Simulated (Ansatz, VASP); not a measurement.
# Cross-check of KZnF3 between VASP and Ansatz, part 2 of 2

Aim: how closely do two programs agree when they are given the same cell, functional and k mesh? The cell is taken from a series of VASP runs on this material, whose earlier steps may have relaxed, scaled or displaced it; both programs get it as it stands.

VASP 6.6.1 and Ansatz 0.2.0.

So far: Set-up; Ansatz: relaxation of cell and atoms, LDA.

**3. VASP: relaxation of cell and atoms, LDA**

Level of this step: LDA; plane waves and PAW (Zn, K_sv, F) (VASP).

The same cell, functional (in two slightly different forms), mesh and smearing now go to VASP, with its own data sets and cutoff.

Lines of VASP's logs that name or quote its potential files are left out, and so is its time.

File INCAR:

```
SYSTEM = KZnF3
PREC = Accurate
ENCUT = 560
EDIFF = 1E-07
NELM = 100
ISMEAR = 0
SIGMA = 0.03
LREAL = .FALSE.
ALGO = Normal
GGA = CA
NBANDS = 27
LORBIT = 11
LWAVE = .FALSE.
LCHARG = .FALSE.
KPAR = 8
IBRION = 2
NSW = 50
ISIF = 3
EDIFFG = -0.002
```

File POSCAR:

```
KZnF3
1.0
    3.9814657950      0.0000000000      0.0000000000
    0.0000000000      3.9814657950      0.0000000000
    0.0000000000      0.0000000000      3.9814657950
Zn K F
1 1 3
Direct
    0.5000000000      0.5000000000      0.5000000000
    0.0000000000      0.0000000000      0.0000000000
    0.5000000000      0.0000000000      0.5000000000
    0.0000000000      0.5000000000      0.5000000000
    0.5000000000      0.5000000000      0.0000000000
```

File KPOINTS:

```
Automatic mesh
0
Gamma
6 6 6
0 0 0
```

PAW data sets: Zn, K_sv and F (LDA family, release 64).

Command:

```sh
mpirun -np 8 vasp_std
```

Numbers of over 12 decimals in the logs are rounded to 6 here.

Output:

```text
[banner, memory and clock lines left out]
running    8 mpi-ranks, on    1 nodes
 distrk:  each k-point on    1 cores,    8 groups
 distr:  one band on    1 cores,    1 groups

 POSCAR found type information on POSCAR ZnK F
 POSCAR found :  3 types and       5 ions
|                                                                             |
|           W    W    AA    RRRRR   N    N  II  N    N   GGGG   !!!           |
|           W    W   A  A   R    R  NN   N  II  NN   N  G    G  !!!           |
|           W    W  A    A  R    R  N N  N  II  N N  N  G       !!!           |
|           W WW W  AAAAAA  RRRRR   N  N N  II  N  N N  G  GGG   !            |
|           WW  WW  A    A  R   R   N   NN  II  N   NN  G    G                |
|           W    W  A    A  R    R  N    N  II  N    N   GGGG   !!!           |
|                                                                             |
|     For optimal performance we recommend to set                             |
|       NCORE = 2 up to number-of-cores-per-socket                            |
|     NCORE specifies how many cores store one orbital (NPAR=cpu/NCORE).      |
|     This setting can greatly improve the performance of VASP for DFT.       |
|     The default, NCORE=1 might be grossly inefficient on modern             |
|     multi-core architectures or massively parallel machines. Do your        |
|     Unfortunately you need to use the default for GW and RPA                |
|     calculations (for HF NCORE is supported but not extensively tested      |
|     yet).                                                                   |
|                                                                             |

 LDA part: xc-table for (Slater(with rela. corr.)+CA(PZ))
 , standard interpolation
 POSCAR, INCAR and KPOINTS ok, starting setup
 FFT: planning ... GRIDC
 FFT: planning ... GRID_SOFT
 FFT: planning ... GRID
 WAVECAR not read
 entering main loop
       N       E                     dE             d eps       ncg     rms          rms(c)
DAV:   1     0.477999595658E+03    0.47800E+03   -0.23529E+04  1080   0.202E+03
DAV:   2     0.166492867460E+02   -0.46135E+03   -0.44536E+03  1216   0.509E+02
DAV:   3    -0.240592163354E+02   -0.40709E+02   -0.40451E+02  1318   0.157E+02
DAV:   4    -0.251122970798E+02   -0.10531E+01   -0.10502E+01  1712   0.235E+01
DAV:   5    -0.251273637828E+02   -0.15067E-01   -0.15052E-01  1426   0.223E+00    0.120E+01
DAV:   6    -0.231297562198E+02    0.19976E+01   -0.63322E+00  1613   0.368E+01    0.787E+00
DAV:   7    -0.231530970060E+02   -0.23341E-01   -0.12647E+00  1196   0.745E+00    0.496E+00
DAV:   8    -0.231443826585E+02    0.87143E-02   -0.50155E-01  1533   0.133E+01    0.159E+00
DAV:   9    -0.231128873874E+02    0.31495E-01   -0.74925E-02  1618   0.766E+00    0.649E-01
DAV:  10    -0.231079566064E+02    0.49308E-02   -0.68567E-02  1599   0.613E+00    0.207E-01
DAV:  11    -0.231081153916E+02   -0.15879E-03   -0.93674E-03  1199   0.885E-01    0.122E-01
DAV:  12    -0.231080923746E+02    0.23017E-04   -0.56134E-04  1402   0.232E-01    0.904E-02
DAV:  13    -0.231079557562E+02    0.13662E-03   -0.56590E-04  1615   0.804E-01    0.140E-02
DAV:  14    -0.231079652429E+02   -0.94867E-05   -0.14234E-04  1205   0.893E-02    0.120E-02
DAV:  15    -0.231079633837E+02    0.18591E-05   -0.93931E-06  1573   0.760E-02    0.609E-03
DAV:  16    -0.231079631232E+02    0.26051E-06   -0.19958E-06  1248   0.145E-02    0.303E-03
DAV:  17    -0.231079630430E+02    0.80213E-07   -0.12211E-07   790   0.920E-03
   1 F= -.23107963E+02 E0= -.23107963E+02  d E =-.231080E+02
[...]
2 F= -.23107958E+02 E0= -.23107958E+02  d E =0.471369E-05
[...]
3 F= -.23107962E+02 E0= -.23107962E+02  d E =0.122602E-05
 curvature:  -0.23 expect dE=-0.970E-06 dE for cont linesearch -0.970E-06
 ZBRENT: interpolating
 opt :   0.2578  next Energy=   -23.107962 (dE= 0.678E-06)
 bond charge predicted
       N       E                     dE             d eps       ncg     rms          rms(c)
DAV:   1    -0.231079660530E+02   -0.42035E-05   -0.64391E-05  1242   0.101E-01    0.144E-02
DAV:   2    -0.231079628465E+02    0.32066E-05   -0.12798E-05  1232   0.372E-02    0.403E-03
DAV:   3    -0.231079625788E+02    0.26762E-06   -0.39971E-07  1284   0.175E-02    0.245E-03
DAV:   4    -0.231079625198E+02    0.59063E-07   -0.20096E-07  1239   0.527E-03
   4 F= -.23107963E+02 E0= -.23107963E+02  d E =0.523240E-06
 curvature:  -0.13 expect dE=-0.363E-07 dE for cont linesearch -0.363E-07
 trial: gam= 0.00000 g(F)=  0.189E-65 g(S)=  0.282E-06 ort =-0.142E-05 (trialstep = 0.852E+00)
 search vector abs. value=  0.282E-06
 reached required accuracy - stopping structural energy minimisation
```

Parts of OUTCAR (step 3):

```text
ion  position               nearest neighbor table
   1  0.500  0.500  0.500-   3 1.99   4 1.99   5 1.99   5 1.99   3 1.99   4 1.99
   2  0.000  0.000  0.000-   3 2.82   4 2.82   5 2.82   3 2.82   4 2.82   4 2.82   5 2.82   4 2.82
                             3 2.82   5 2.82   3 2.82   5 2.82
   3  0.500  0.000  0.500-   1 1.99   1 1.99   2 2.82   2 2.82   2 2.82   2 2.82
   4  0.000  0.500  0.500-   1 1.99   1 1.99   2 2.82   2 2.82   2 2.82   2 2.82
   5  0.500  0.500  0.000-   1 1.99   1 1.99   2 2.82   2 2.82   2 2.82   2 2.82

  LATTYP: Found a simple cubic cell.
 ALAT       =     3.9814657950

 Subroutine GETGRP returns: Found 48 space group operations
 (whereof 48 operations were pure point group operations)

The static configuration has the point symmetry O_h .

 Found     20 irreducible k-points:

   k-points           NKPTS =     20   k-points in BZ     NKDIM =     20   number of bands    NBANDS=     27

   dimension x,y,z NGX =    32 NGY =   32 NGZ =   32
   dimension x,y,z NGXF=    64 NGYF=   64 NGZF=   64

   ENCUT  =  560.0 eV  41.16 Ry    6.42 a.u.   7.68  7.68  7.68*2*pi/ulx,y,z

   NELECT =      42.0000    total number of electrons

 k-points in reciprocal lattice and weights: Automatic mesh
   0.00000000  0.00000000  0.00000000       0.005
   0.16666667  0.00000000  0.00000000       0.028
   0.33333333  0.00000000  0.00000000       0.028
   0.50000000  0.00000000  0.00000000       0.014
   0.16666667  0.16666667  0.00000000       0.056
   0.33333333  0.16666667  0.00000000       0.111
   0.50000000  0.16666667  0.00000000       0.056
   0.33333333  0.33333333  0.00000000       0.056
   0.50000000  0.33333333  0.00000000       0.056
[...]
0.50000000  0.50000000  0.33333333       0.028
   0.50000000  0.50000000  0.50000000       0.005

 average (electrostatic) potential at core
       1 -37.6566       2 -34.2788       3 -77.9920       4 -77.9920       5 -77.9920

 E-fermi :  -0.4207

 k-point     1 :       0.0000    0.0000    0.0000
  band No.  band energies     occupation
    ...
     17      -3.0111      2.00000
     18      -3.0111      2.00000
     19      -2.7580      2.00000
     20      -2.7580      2.00000
     21      -2.7580      2.00000
     22       3.0773      0.00000
     23       7.5841      0.00000
     24       7.5841      0.00000
     25       8.5281      0.00000
     26      10.1273      0.00000
    ...

 k-point     2 :       0.1667    0.0000    0.0000
  band No.  band energies     occupation
    ...
     17      -2.9622      2.00000
     18      -2.9622      2.00000
     19      -2.7260      2.00000
     20      -2.7260      2.00000
     21      -2.6996      2.00000
     22       3.6407      0.00000
     23       7.8336      0.00000
     24       7.8366      0.00000
     25       8.8174      0.00000
     26      10.1681      0.00000
    ...

 k-point     3 :       0.3333    0.0000    0.0000
  band No.  band energies     occupation
    ...
     17      -2.9562      2.00000
     18      -2.9562      2.00000
     19      -2.6041      2.00000
     20      -2.6041      2.00000
     21      -2.4411      2.00000
     22       4.9739      0.00000
     23       7.8964      0.00000
     24       8.3612      0.00000
     25       9.9120      0.00000
     26      10.2371      0.00000
    ...

  Total       -0.0031190     -0.0031190     -0.0031190      0.0000000      0.0000000      0.0000000
  in kB       -0.0791677     -0.0791677     -0.0791677      0.0000000      0.0000000      0.0000000
  external PRESSURE =      -0.0791677 kB  Pullay stress =       0.0000000 kB

  energy-cutoff  :      560.00
  volume of cell :       63.12
      direct lattice vectors                 reciprocal lattice vectors
     3.981621781 -0.000000000 -0.000000000     0.251153941  0.000000000 -0.000000000
    -0.000000000  3.981621781 -0.000000000     0.000000000  0.251153941 -0.000000000
     0.000000000  0.000000000  3.981621781     0.000000000  0.000000000  0.251153941

 POSITION                                       TOTAL-FORCE (eV/Angst)
 -----------------------------------------------------------------------------------
      1.99081      1.99081      1.99081         0.000000      0.000000      0.000000
      0.00000      0.00000      0.00000        -0.000000     -0.000000      0.000000
      1.99081     -0.00000      1.99081        -0.000000      0.000000      0.000000
      0.00000      1.99081      1.99081         0.000000      0.000000      0.000000
      1.99081      1.99081     -0.00000        -0.000000     -0.000000      0.000000
 -----------------------------------------------------------------------------------
    total drift:                                0.000000     -0.000000     -0.000000

  FREE ENERGIE OF THE ION-ELECTRON SYSTEM (eV)
  ---------------------------------------------------
  free  energy   TOTEN  =       -23.1079625198 eV

  energy  without entropy=      -23.1079625198  energy(sigma->0) =      -23.10796252

 reached required accuracy - stopping structural energy minimisation

 total charge
# of ion       s       p       d       tot
------------------------------------------
    1        0.369   0.427   9.979  10.775
    2        1.953   5.569   0.028   7.550
    3        1.722   4.351   0.000   6.073
    4        1.722   4.351   0.000   6.073
    5        1.722   4.351   0.000   6.073
--------------------------------------------------
tot          7.488  19.049  10.007  36.544

[... 3 further parts left out ...]
```

CONTCAR:

```
KZnF3
   1.00000000000000
     3.9816217813373647   -0.0000000000000000   -0.0000000000000000
    -0.0000000000000000    3.9816217813373647   -0.0000000000000000
     0.0000000000000000    0.0000000000000000    3.9816217813373647
  Zn              K               F
     1     1     3
Direct
     0.5000000000000000    0.5000000000000000    0.5000000000000000
     0.0000000000000000    0.0000000000000000    0.0000000000000000
     0.5000000000000000    0.0000000000000000    0.5000000000000000
     0.0000000000000000    0.5000000000000000    0.5000000000000000
     0.5000000000000000    0.5000000000000000    0.0000000000000000
```

The run keeps the 48 symmetry operations of its start, so it cannot find a distortion of lower symmetry.

**4. Differences**

Known differences besides the potentials themselves: the two LDA forms differ slightly; both relaxations stop at a tolerance, which leaves soft axes loose, and VASP keeps its plane-wave basis; the cutoff is 420 eV in Ansatz and 560 eV in VASP; VASP's log shows a relativistic correction to its local exchange, Ansatz's none; Ansatz adds a Pulay correction to the stress that steers its cell, VASP none. Total energies have different zeros and are not compared.

Both answers:

```
                                         quantity  Ansatz   VASP  difference
                                      volume (Å³)   62.72  63.12     -0.63 %
edge a after relaxation, in the typed setting (Å)   3.973  3.982     -0.21 %
```

The walks stopped with -0.01 GPa left in Ansatz and -0.01 GPa in VASP; each walk ends within a tolerance, so the volume difference is uncertain by about these residues over the bulk modulus, most in soft cells.

**5. Ansatz: relaxation of cell and atoms, r2SCAN**

The relaxed volume is the usual yardstick between codes: its relative difference is about their pressure difference at one cell divided by the bulk modulus. The cell compared in this pair holds 66.41 Å³, against 63.11 Å³ for the pair before.

The cell is taken from a series of VASP runs on this material, whose earlier steps may have relaxed, scaled or displaced it; both programs get it as it stands.

File input.yaml:

```yaml
crystal:
  lattice:
    - [4.0495499667, 0.0, 0.0]
    - [0.0, 4.0495499667, 0.0]
    - [0.0, 0.0, 4.0495499667]
  atoms:
    - { symbol: Zn, position: [0.5, 0.5, 0.5] }
    - { symbol: K, position: [0.0, 0.0, 0.0] }
    - { symbol: F, position: [0.5, 0.0, 0.5] }
    - { symbol: F, position: [0.0, 0.5, 0.5] }
    - { symbol: F, position: [0.5, 0.5, 0.0] }
hamiltonian:
  xc: r2scan
  pseudopotentials: { kind: paw }
kpoints:
  mp_grid: { grid: [6, 6, 6] }
scf:
  occupations: { method: gaussian, width: 0.03 }
relax:
  f_tol: 0.01
  max_steps: 60
  cell: { stress_tol: 0.05 }
output:
  forces: true
  stress: true
```

Command:

```sh
ansatz run input.yaml --threads 4 --pin off --max-ram 9216MiB --backend cpu --events-out ev --progress --plain --runs-dir out
```

Output:

```text
[...]
Crystal: 5 atoms, lattice volume = 66.408 Å³
Basis set: ecut = 500 eV, 1743 PW (Γ), exchange–correlation on 120×120×120 points (64 copies of the dense FFT grid, shifted against one another)
Bands: 26, of which v1, the nominal top of the filled ones, is band 21 counted from 1 (20 counted from 0)
Symmetry: 48 space group operations
[...]
k-points: 20 of 216
[...]
P = ⅓ Tr σ = 0.0022 GPa (0.022 kbar)
--- Relaxed structure (3 steps of the walk, 3 accepted, 1 SCFs on fresh bases) ---
[...]
cell:  # Å, volume = 66.2501 Å³
    - [4.046338, 0, 0]
    - [0, 4.046338, 0]
    - [0, 0, 4.046338]
  atoms:
    - { symbol: Zn, position: [0.5, 0.5, 0.5] }
    - { symbol: K, position: [0, 0, 0] }
    - { symbol: F, position: [0.5, 0, 0.5] }
    - { symbol: F, position: [0, 0.5, 0.5] }
    - { symbol: F, position: [0.5, 0.5, 0] }
[key lines of the parts left out:]
SCF converged after 5 iterations
Free energy (F): -7302.895710 eV
Fermi energy:    6.097127 eV
```

Wall time 9 s (4 threads of Arm Neoverse N1, shared host); peak memory 0.49 GiB.

**6. VASP: relaxation of cell and atoms, r2SCAN**

The same cell, functional, mesh and smearing now go to VASP, with its own data sets and cutoff.

INCAR: that of step 3 with these lines changed.

```diff
@@ -9,3 +9,4 @@
 ALGO = Normal
-GGA = CA
+METAGGA = R2SCAN
+LASPH = .TRUE.
 NBANDS = 27
```

POSCAR: that of step 3 with these lines changed.

```diff
@@ -2,5 +2,5 @@
 1.0
-    3.9814657950      0.0000000000      0.0000000000
-    0.0000000000      3.9814657950      0.0000000000
-    0.0000000000      0.0000000000      3.9814657950
+    4.0495499667      0.0000000000      0.0000000000
+    0.0000000000      4.0495499667      0.0000000000
+    0.0000000000      0.0000000000      4.0495499667
 Zn K F
```

KPOINTS is that of step 3.

PAW data sets: Zn, K_sv and F (PBE family, release 64).

Command:

```sh
mpirun -np 8 vasp_std
```

Output:

```text
[banner, memory and clock lines left out]
running    8 mpi-ranks, on    1 nodes
[...]
[... a notice as in an earlier step ...]

|                                                                             |
|               ----> ADVICE to this user running VASP <----                  |
|                                                                             |
|     You enforced a specific xc type in the INCAR file but a different       |
|     [... a line on the potential file left out ...]
|     I HOPE YOU KNOW WHAT YOU ARE DOING!                                     |
|                                                                             |

 LDA part: xc-table for (None), standard interpolation
 POSCAR, INCAR and KPOINTS ok, starting setup
[...]
entering main loop
       N       E                     dE             d eps       ncg     rms          rms(c)
DAV:   1     0.447201608950E+03    0.44720E+03   -0.23811E+04  1080   0.200E+03
DAV:   2    -0.824774574238E+01   -0.45545E+03   -0.43507E+03  1200   0.495E+02
[...]
DAV:  21    -0.383591432189E+02    0.23465E-06   -0.16369E-08   684   0.186E-03    0.183E-04
DAV:  22    -0.383591433136E+02   -0.94692E-07   -0.27242E-09   666   0.995E-04
   1 F= -.38359143E+02 E0= -.38359143E+02  d E =-.383591E+02
[...]
N       E                     dE             d eps       ncg     rms          rms(c)
DAV:   1    -0.383592112485E+02   -0.68030E-04   -0.12623E-03  1219   0.469E-01    0.612E-02
DAV:   2    -0.383591288818E+02    0.82367E-04   -0.21345E-04  1232   0.157E-01    0.188E-02
DAV:   3    -0.383591250312E+02    0.38506E-05   -0.93285E-06  1298   0.752E-02    0.929E-03
DAV:   4    -0.383591297932E+02   -0.47619E-05   -0.35265E-06  1786   0.308E-02    0.357E-03
DAV:   5    -0.383591307280E+02   -0.93485E-06   -0.66345E-07  1221   0.106E-02    0.106E-03
DAV:   6    -0.383591304865E+02    0.24154E-06   -0.58848E-08   726   0.103E-02    0.352E-04
DAV:   7    -0.383591305657E+02   -0.79194E-07   -0.16321E-08   657   0.228E-03
   2 F= -.38359131E+02 E0= -.38359131E+02  d E =0.127479E-04
 trial-energy change:    0.000013  1 .order   -0.000003   -0.000005    0.000000
 step:   0.9266(harm=  0.9266)  dis= 0.00000  next Energy=   -38.359146 (dE=-0.254E-05)
 reached required accuracy - stopping structural energy minimisation
```

Parts of OUTCAR (step 6):

```text
  Total       -0.0010907     -0.0010907     -0.0010907     -0.0000000     -0.0000000     -0.0000000
  in kB       -0.0263045     -0.0263045     -0.0263045     -0.0000000     -0.0000000     -0.0000000
  external PRESSURE =      -0.0263045 kB  Pullay stress =       0.0000000 kB

 POSITION                                       TOTAL-FORCE (eV/Angst)
 -----------------------------------------------------------------------------------
      2.02504      2.02504      2.02504        -0.000000     -0.000000     -0.000000
      0.00000      0.00000      0.00000         0.000000      0.000000     -0.000000
      2.02504      0.00000      2.02504         0.000000     -0.000000     -0.000000
     -0.00000      2.02504      2.02504        -0.000000     -0.000000     -0.000000
      2.02504      2.02504      0.00000         0.000000      0.000000      0.000000
 -----------------------------------------------------------------------------------
    total drift:                                0.000000     -0.000000     -0.000000

  FREE ENERGIE OF THE ION-ELECTRON SYSTEM (eV)
  ---------------------------------------------------
  free  energy   TOTEN  =       -38.3591305657 eV

  energy  without entropy=      -38.3591305657  energy(sigma->0) =      -38.35913057

[... 2 parts as in an earlier step ...]

[... 2 further parts left out ...]
[key lines of the parts left out:]
E-fermi :  -1.0049
```

**7. Side by side**

What differs besides the data sets and the points named for the pairs above, as far as they apply: VASP keeps PBE cores, Ansatz makes them for the functional; the cutoff is 500 eV in Ansatz and 560 eV in VASP. Total energies have different zeros and are not compared.

Both answers:

```
                                         quantity  Ansatz   VASP  difference
                                      volume (Å³)   66.25  66.43     -0.28 %
edge a after relaxation, in the typed setting (Å)   4.046  4.050     -0.09 %
```

The walks stopped with 0.00 GPa left in Ansatz and 0.00 GPa in VASP; each walk ends within a tolerance, so the volume difference is uncertain by about these residues over the bulk modulus, most in soft cells.

**8. Outcome**

- difference in volume (relaxation of cell and atoms, LDA): -0.63 %
- difference in volume (relaxation of cell and atoms, r2SCAN): -0.28 %

What this shows: The difference in volume is -0.63 % (relaxation of cell and atoms, LDA), within the 1.2 % picked in this series as the mark of a large difference, as far as the stopping tolerances let one tell. Such differences can come from data sets, numerical settings and the points named under the comparisons, not from the functional's error against experiment.

[Lines on the potential files, build, host, timing and source positions are cut from VASP's logs without a mark.]

[Logs are printed without paths, hosts, clocks, repeated set-up lines and the standing remarks that a program may print on its own settings, such as how far it seeks lower states.]

[Hosts, paths, dates, database ids (printed as entryN), source tags and the programs' standing remarks are cut or masked in the printed files.]
